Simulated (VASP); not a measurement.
# CaSe (Fm-3m) in VASP: a series of runs

Runs on CaSe. Level: r2SCAN. Tasks: single point.

Everything below comes from runs of VASP 6.6.1. Logs are shortened: lines on timing, memory, paths and dates and some standing lists are left out, and cuts for length are marked.

## (1) The structure

The structure is cubic, space group Fm-3m (No. 225). Conventional cell: a = 5.912 Å, b = 5.912 Å, c = 5.912 Å, α = 90.00°, β = 90.00°, γ = 90.00°. Se (site symmetry m-3m) is surrounded by 6 Ca at 2.96 Å. Around Ca (site symmetry m-3m) lie 6 Se at 2.96 Å.

## (2) Single point, r2SCAN

INCAR

```
SYSTEM = CaSe
PREC = Low
ENCUT = 450
EDIFF = 1E-6
ISMEAR = 0
SIGMA = 0.05
LREAL = .FALSE.
LASPH = .TRUE.
NELM = 100
ALGO = Normal
ISIF = 2
LWAVE = .FALSE.
LCHARG = .FALSE.
METAGGA = R2SCAN
LMIXTAU = .TRUE.
ADDGRID = .FALSE.
```

KPOINTS

```
regular mesh
0
G
  7 7 7
  0 0 0
```

POSCAR

```
CaSe
1.0
    0.0000000000      2.9560000000      2.9560000000
    2.9560000000      0.0000000000      2.9560000000
    2.9560000000      2.9560000000      0.0000000000
Se Ca
1 1
Direct
    0.5137070000      0.4880300000      0.5023060000
    0.0084580000     -0.0027510000     -0.0091450000
```

Potentials or basis: VASP PAW PBE potentials, release 64 (Se, Ca_sv).

Run with:

```console
$ cat potpaw_PBE.64/Se/POTCAR potpaw_PBE.64/Ca_sv/POTCAR > POTCAR
$ mpirun -np 1 vasp_std > vasp.out
```

OUTCAR:

```text
SYSTEM = CaSe
   PREC = Low
   ENCUT = 450
   EDIFF = 1E-6
   ISMEAR = 0
   LREAL = .FALSE.
   LASPH = .TRUE.
   NELM = 100
   ISIF = 2
   METAGGA = R2SCAN

 Found    172 irreducible k-points:

 Following reciprocal coordinates:
            Coordinates               Weight
  0.000000  0.000000  0.000000      1.000000
  0.142857  0.000000  0.000000      2.000000
  0.000000  0.142857  0.000000      2.000000
  0.000000  0.000000  0.142857      2.000000
  0.142857  0.142857  0.142857      2.000000
  0.285714  0.000000  0.000000      2.000000
   k-points           NKPTS =    172   k-points in BZ     NKDIM =    172   number of bands    NBANDS=     12
   number of dos      NEDOS =    301   number of ions     NIONS =      2
   total plane-waves  NPLWV =  13824
   dimension x,y,z NGX =    24 NGY =   24 NGZ =   24
   dimension x,y,z NGXF=    24 NGYF=   24 NGZF=   24
   ions per type =               1   1
   NGX,Y,Z   is equivalent  to a cutoff of   9.54,  9.54,  9.54 a.u.
   NGXF,Y,Z  is equivalent  to a cutoff of   9.54,  9.54,  9.54 a.u.
 SYSTEM =  CaSe
   PREC   = low       normal or accurate (medium, high low for compatibility)
   ISTART =      0    job   : 0-new  1-cont  2-samecut
   ICHARG =      2    charge: 1-file 2-atom 10-const
   ISPIN  =      1    spin polarized calculation?
   LNONCOLLINEAR =      F non collinear calculations
   LSORBIT =      F    spin-orbit coupling
   LASPH  =      T    aspherical Exc in radial PAW
   ENCUT  =  450.0 eV  33.07 Ry    5.75 a.u.   7.23  7.23  7.23*2*pi/ulx,y,z
   NELM   =    100;   NELMIN=  2; NELMDL= -5     # of ELM steps
   EDIFF  = 0.1E-05   stopping-criterion for ELM
   LREAL  =      F    real-space projection
   EDIFFG = 0.1E-04   stopping-criterion for IOM
   NSW    =      0    number of steps for IOM
   IBRION =     -1    ionic relax: 0-MD 1-quasi-New 2-CG
   NFREE  =      0    steps in history (QN), initial steepest desc. (CG)
   ISIF   =      2    stress and relaxation
   ISYM   =      2    0-nonsym 1-usesym 2-fastsym
   POTIM  = 0.5000    time-step for ionic-motion
   TEBEG  =    0.0;   TEEND  =   0.0 temperature during run
   PSTRESS=    0.0 pullay stress
   NELECT =      16.0000    total number of electrons
   NUPDOWN=      -1.0000    fix difference up-down
   EMIN   =  10.00;   EMAX   =-10.00  energy-range for DOS
   EFERMI =   0.00;   METHOD = LEGACY
   ISMEAR =     0;   SIGMA  =   0.05  broadening in eV -4-tet -1-fermi 0-gaus
   EFERMI_NEDOS =   21; number of points for ismear=-14 and -15
   IALGO  =     38    algorithm
   IMIX   =      4    mixing-type and parameters
     AMIX     =   0.40;   BMIX     =  1.00
     AMIX_MAG =   1.60;   BMIX_MAG =  1.00
  volume/ion in A,a.u.               =      25.83       174.30
  Fermi-wavevector in a.u.,A,eV,Ry     =   1.107645  2.093145 16.692666  1.226876
  Thomas-Fermi vector in A             =   2.244161
   LORBIT       =      0    0 simple, 1 ext, 2 COOP (PROOUT), +10 PAW based schemes
   METAGGA = R2SCAN    functional components
   LHFCALC =     F    Hartree Fock is set to
   AEXX    =    0.0000 exact exchange contribution
   IVDW    =     0    specifies the selected vdW correction
   LEPSILON=     F    determine dielectric tensor
   LRPA    =     F    only Hartree local field effects (RPA)
 non-spin polarized calculation
 Gauss-broadening in eV      SIGMA  =   0.05
  energy-cutoff  :      450.00
  volume of cell :       51.66
 maximum number of plane-waves:      1139
   NGX = 15   NGY = 15   NGZ = 15

 number of electron      15.9999898 magnetization

 Free energy of the ion-electron system (eV)
  ---------------------------------------------------
  ext. energy  EPLUGINS =         0.00000000
  ---------------------------------------------------
  free energy    TOTEN  =       -25.97504477 eV

  energy without entropy =      -25.97504477  energy(sigma->0) =      -25.97504477

 E-fermi :   2.5213     XC(G=0):  -9.5849

 val. band max:        2.1926647903   @ k =   0.0000   0.0000   0.0000
 cond. band min:       4.7513439784   @ k =   0.4286   0.0000   0.4286
 fundamental gap:      2.5586791882
 Fermi energy:         2.5213455626

 k-point     1 :       0.0000    0.0000    0.0000
  band No.  band energies     occupation
      1     -39.0972      2.00000
      2     -19.2110      2.00000
      3     -19.2097      2.00000
      4     -19.2084      2.00000
      5     -10.0034      2.00000
      6       2.1908      2.00000
      7       2.1916      2.00000
      8       2.1927      2.00000
      9       6.3479      0.00000
     10       6.4254      0.00000
     11       6.4308      0.00000
     12       6.4327      0.00000

 k-point     2 :       0.1429    0.0000    0.0000
  band No.  band energies     occupation
      1     -39.0959      2.00000
      2     -19.2319      2.00000
      3     -19.2116      2.00000
      4     -19.2109      2.00000
      5      -9.8787      2.00000
      6       1.2911      2.00000
      7       1.9000      2.00000
      8       1.9031      2.00000
      9       6.4000      0.00000
     10       6.7051      0.00000
     11       6.7056      0.00000
     12       7.4141      0.00000

 k-point     3 :       0.0000    0.1429    0.0000
  band No.  band energies     occupation
      1     -39.0959      2.00000
      2     -19.2323      2.00000
      3     -19.2123      2.00000
      4     -19.2098      2.00000
      5      -9.8787      2.00000
      6       1.2918      2.00000
      7       1.8999      2.00000
      8       1.9015      2.00000
      9       6.4022      0.00000
     10       6.7044      0.00000
     11       6.7075      0.00000
     12       7.4206      0.00000

 k-point     4 :       0.0000    0.0000    0.1429
  band No.  band energies     occupation
      1     -39.0959      2.00000
      2     -19.2319      2.00000
      3     -19.2121      2.00000
      4     -19.2105      2.00000
      5      -9.8787      2.00000
      6       1.2926      2.00000
      7       1.8998      2.00000
      8       1.9002      2.00000
      9       6.4035      0.00000
     10       6.7047      0.00000
     11       6.7070      0.00000
     12       7.4270      0.00000

 k-point     5 :       0.1429    0.1429    0.1429
  band No.  band energies     occupation
      1     -39.0959      2.00000
      2     -19.2335      2.00000
      3     -19.2111      2.00000
      4     -19.2098      2.00000
      5      -9.8787      2.00000
      6       1.2913      2.00000
      7       1.8995      2.00000
      8       1.9026      2.00000
      9       6.4015      0.00000
     10       6.7048      0.00000
     11       6.7071      0.00000
     12       7.4166      0.00000

 k-point     6 :       0.2857    0.0000    0.0000
  band No.  band energies     occupation
      1     -39.0931      2.00000
      2     -19.2818      2.00000
      3     -19.2147      2.00000
      4     -19.2140      2.00000
      5      -9.5802      2.00000
      6      -0.0921      2.00000
      7       1.3824      2.00000
      8       1.3848      2.00000
      9       6.5766      0.00000
     10       7.3793      0.00000
     11       7.3800      0.00000
     12       8.7946      0.00000

 [... further k-points ...]

------------------------ aborting loop because EDIFF is reached ----------------------------------------

  FORCE on cell =-STRESS in cart. coord.  units (eV):
  Direction    XX          YY          ZZ          XY          YZ          ZX
  --------------------------------------------------------------------------------------
  -------------------------------------------------------------------------------------
  Total        0.2706285      0.3166624      0.2653148      0.0021300      0.0062819     -0.0012919
  in kB        8.3934563      9.8211841      8.2286536      0.0660610      0.1948321     -0.0400678
  external PRESSURE =       8.8144313 kB  Pullay stress =       0.0000000 kB

 VOLUME and BASIS-vectors are now :
 -----------------------------------------------------------------------------
  energy-cutoff  :      450.00
  volume of cell :       51.66
      direct lattice vectors                 reciprocal lattice vectors
     0.000000000  2.956000000  2.956000000    -0.169147497  0.169147497  0.169147497
     2.956000000  0.000000000  2.956000000     0.169147497 -0.169147497  0.169147497
     2.956000000  2.956000000  0.000000000     0.169147497  0.169147497 -0.169147497

 POSITION                                       TOTAL-FORCE (eV/Angst)
 -----------------------------------------------------------------------------------
      2.92743      3.00333      2.96113        -0.011677     -0.171967      0.035150
      5.87684      2.95397      2.97287         0.011677      0.171967     -0.035150
 -----------------------------------------------------------------------------------
    total drift:                               -0.018817     -0.009628      0.004432

  FREE ENERGIE OF THE ION-ELECTRON SYSTEM (eV)
  ---------------------------------------------------
  free  energy   TOTEN  =       -25.9750447665 eV

  energy  without entropy=      -25.9750447665  energy(sigma->0) =      -25.97504477
```

It took 97 s on 1 thread of Intel Xeon Platinum 8488C (Sapphire Rapids), shared host; peak memory 0.2 GiB.

These settings aren't checked as converged: the numbers below hold their error.

What came out:

```yaml
Free_energy: -25.9750 eV
Pressure: 0.9 GPa
Largest_force: 0.176 eV/Å
Band_gap_on_the_k_mesh: 2.56 eV, indirect (least direct gap 3.48 eV)
```

Caveat: the PAW data sets were made with another functional, which shifts forces and pressure a little; an odd mesh through Γ misses points on the zone boundary, where band edges often lie.

(Continued in part 2 of 2.)
